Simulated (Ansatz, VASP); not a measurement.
## KMgF3: VASP beside Ansatz

The input INCAR:

```
PREC = Accurate
ENCUT = 520
EDIFF = 1E-6
ISMEAR = -1
SIGMA = 0.03
LREAL = F
LASPH = T
NELM = 80
ALGO = Normal
ISIF = 2
LWAVE = F
LCHARG = F
GGA = CA
NBANDS = 24
```

Contents of KPOINTS:

```
regular mesh
0
Gamma
  6 6 6
```

The input POSCAR:

```
KMgF3
1.0
    3.9859000000      0.0000000000      0.0000000000
    0.0000000000      3.9859000000      0.0000000000
    0.0000000000      0.0000000000      3.9859000000
K Mg F
1 1 3
Direct
    0.5000000000      0.5000000000      0.5000000000
    0.0000000000      0.0000000000      0.0000000000
    0.5000000000      0.0000000000      0.0000000000
    0.0000000000      0.5000000000      0.0000000000
    0.0000000000      0.0000000000      0.5000000000
```

Input for Ansatz:

```yaml
crystal:
  lattice:
    - [3.9859, 0.0, 0.0]
    - [0.0, 3.9859, 0.0]
    - [0.0, 0.0, 3.9859]
  atoms:
    - { symbol: K, position: [0.5, 0.5, 0.5] }
    - { symbol: Mg, position: [0.0, 0.0, 0.0] }
    - { symbol: F, position: [0.5, 0.0, 0.0] }
    - { symbol: F, position: [0.0, 0.5, 0.0] }
    - { symbol: F, position: [0.0, 0.0, 0.5] }
kpoints:
  mp_grid: { grid: [6, 6, 6] }
  band_path:
    path:
      - [0.0, 0.0, 0.0]
      - [0.0, 0.5, 0.0]
      - [0.5, 0.5, 0.0]
      - [0.0, 0.0, 0.0]
      - [0.5, 0.5, 0.5]
      - [0.0, 0.5, 0.0]
      - [0.5, 0.5, 0.5]
      - [0.5, 0.5, 0.0]
    npoints: 14
scf:
  occupations: { method: fermi_dirac, width: 0.03 }
hamiltonian:
  xc: lda
  pseudopotentials: { kind: all_electron, lapw: { basis_error: 0.001 } }
output:
  forces: true
  stress: true
  eigenvalues: true
  populations: true
```

Alike in both runs: task single point; functional LDA; k mesh 6 × 6 × 6; occupations fermi-dirac, width 0.03 eV; no spin polarisation.

|  | VASP | Ansatz |
| --- | --- | --- |
| version | VASP 6.6.1 | Ansatz 0.2.0 |
| potentials or method | VASP PAW LDA potentials, release 64 (K_sv, Mg, F) | all-electron LAPW, scalar-relativistic |
| plane-wave cutoff (eV) | 520 | see its input |

VASP gave:

```
gap on the k mesh at the Fermi level (eV) : 6.96
pressure (GPa)                            : -5.3
```

Which values does Ansatz return?

gap on the k mesh at the Fermi level (eV): 6.97; pressure (GPa): -4.4.

Ansatz ran all-electron here, so the differences hold the error of VASP's frozen core and of both bases.

A k mesh can miss the band edges. LDA gaps usually lie below the measured ones, often by a third to a half.
